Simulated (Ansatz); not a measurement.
# BeH2: the cost of one run

Computed with Ansatz 0.2.0 (DFT PBE, scalar-relativistic, plane waves, PAW, unless a step's input says otherwise).

1 further run of the same task is left out (set aside as unsound or not needed).

## 1. The starting structure

Symmetry: Cmcm, No. 63, orthorhombic system. The conventional cell has a = 5.650 Å, b = 12.198 Å, c = 3.938 Å, α = 90.00°, β = 90.00°, γ = 90.00°. Be (site symmetry m) is surrounded by 4 H at 1.17 to 1.21 Å. Be (site symmetry m2m) has 4 H at 1.19 to 1.20 Å as nearest neighbours. H (site symmetry m2m) is surrounded by 2 Be at 1.17 Å. H (site symmetry -1) is surrounded by 2 Be at 1.21 Å. H (site symmetry m) has 2 Be at 1.19 Å as nearest neighbours. Around H (site symmetry 2/m) lie 2 Be at 1.20 Å.

Coordinates:

```xyz
18
Lattice="2.8251 -6.0990 0.0000 2.8251 6.0990 0.0000 0.0000 0.0000 3.9385" Properties=species:S:1:pos:R:3 pbc="T T T"
Be    1.1669    2.3927    0.9846
Be    1.1669   -2.3927    2.9539
Be    4.4833    2.3927    0.9846
Be    4.4833   -2.3927    2.9539
Be    2.8251    0.6941    0.9846
Be    2.8251   -0.6941    2.9539
H     2.8251   -3.7063    0.9846
H     1.4126    3.0495    0.0000
H     1.4126    3.0495    1.9692
H     1.9960    1.5434    0.9846
H     1.4126   -3.0495    1.9692
H     1.4126   -3.0495    0.0000
H     2.8251    3.7063    2.9539
H     1.9960   -1.5434    2.9539
H     3.6542    1.5434    0.9846
H     3.6542   -1.5434    2.9539
H     2.8251    0.0000    0.0000
H     2.8251    0.0000    1.9692
```

The cell is invented: 4-connected net, bridging atoms on its edges (Cmcm, No. 63). Lengths come from tabulated atomic sizes and are only a guess.

## 2. The guess as it stands, on a coarse mesh

input.yaml reads:

```yaml
crystal:
  lattice:
    - [2.82510568, -6.09900863, 0.0]
    - [2.82510568, 6.09900863, 0.0]
    - [0.0, 0.0, 3.93848448]
  atoms:
    - { symbol: Be, position: [0.01037423, 0.40268801, 0.25] }
    - { symbol: Be, position: [0.40268801, 0.01037423, 0.75] }
    - { symbol: Be, position: [0.59731199, 0.98962577, 0.25] }
    - { symbol: Be, position: [0.98962577, 0.59731199, 0.75] }
    - { symbol: Be, position: [0.44309388, 0.55690612, 0.25] }
    - { symbol: Be, position: [0.55690612, 0.44309388, 0.75] }
    - { symbol: H, position: [0.80384311, 0.19615689, 0.25] }
    - { symbol: H, position: [0.0, 0.5, 0.0] }
    - { symbol: H, position: [0.0, 0.5, 0.5] }
    - { symbol: H, position: [0.22673406, 0.47979707, 0.25] }
    - { symbol: H, position: [0.5, 0.0, 0.5] }
    - { symbol: H, position: [0.5, 0.0, 0.0] }
    - { symbol: H, position: [0.19615689, 0.80384311, 0.75] }
    - { symbol: H, position: [0.47979707, 0.22673406, 0.75] }
    - { symbol: H, position: [0.52020293, 0.77326594, 0.25] }
    - { symbol: H, position: [0.77326594, 0.52020293, 0.75] }
    - { symbol: H, position: [0.5, 0.5, 0.0] }
    - { symbol: H, position: [0.5, 0.5, 0.5] }
basis:
  ecutwfc: 420
kpoints:
  mp_grid: { grid: [4, 4, 4] }
hamiltonian:
  xc: pbe
scf:
  occupations: { method: gaussian, width: 0.1 }
  lower_state_search: "off"
output:
  forces: true
  stress: true
  eigenvalues: true
```

Started as:

```bash
ansatz run input.yaml --threads 1 --pin off --max-ram 2560MiB --backend cpu --events-out ev --progress --plain --runs-dir out
```

**Question.** How long does this run take on 1 thread of Arm Neoverse V2, shared host, and how much memory does it need?

About 3.7 s, with a peak of 0.37 GiB.
